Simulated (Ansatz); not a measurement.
Runs of Ansatz 0.2.0 on Zn. It takes space group Im-3m (No. 229, cubic). Conventional cell: a = 3.138 Å, b = 3.138 Å, c = 3.138 Å, α = 90.00°, β = 90.00°, γ = 90.00°. Around Zn (site symmetry m-3m) lie 8 Zn at 2.72 Å. This isn't the form of Zn at room conditions, which is hcp.

| task | level | cell | k mesh | cutoff (eV) | target pressure (GPa) | mesh quality | gap on the mesh (eV) | pressure (GPa) |
| --- | --- | --- | --- | --- | --- | --- | --- | --- |
| relaxation of cell and atoms | PBEsol | relaxed to 10 GPa | 12 × 12 × 12 | 420 | 10 | not flagged | none | 10.0 |
| relaxation of cell and atoms | PBEsol | relaxed to 2 GPa | 12 × 12 × 12 | 420 | 2 | not flagged | none | 2.0 |
| projected density of states | r2SCAN | as given | 7 × 7 × 7 | 500 | - | coarse | none | -5.6 |
| relaxation of cell and atoms | PBEsol | relaxed to 20 GPa | 12 × 12 × 12 | 420 | 20 | not flagged | none | 20.0 |
| relaxation of cell and atoms | PBEsol | relaxed to 30 GPa | 12 × 12 × 12 | 420 | 30 | not flagged | none | 30.0 |
| relaxation of cell and atoms | PBEsol | relaxed | 12 × 12 × 12 | 420 | 0 | not flagged | none | 0.0 |
| projected density of states | PBEsol | as given | 7 × 7 × 7 | 420 | - | coarse | none | (a) |
| projected density of states | r2SCAN0 | as given | 7 × 7 × 7 | 500 | - | coarse | none | -4.3 |

Alike in all rows: potentials or basis Ansatz PAW; no spin polarisation; smearing fermi-dirac 0.05 eV.

Task: Fill in the values left out.

Result: (a) -6.3.

Caveats: some runs use coarse meshes; the PAW data sets come from PBE, with cores solved anew for the run's functional, which leaves a small shift of forces and pressure; the plane-wave basis is chosen anew once the cell has moved, so the energies of steps on either side of that aren't comparable (some runs); the density of states is complete only up to the lowest level of the last band computed (some runs); the thresholds are loose for stress (some runs).

A gap of «none» marks a metal or a gap under the smearing width.
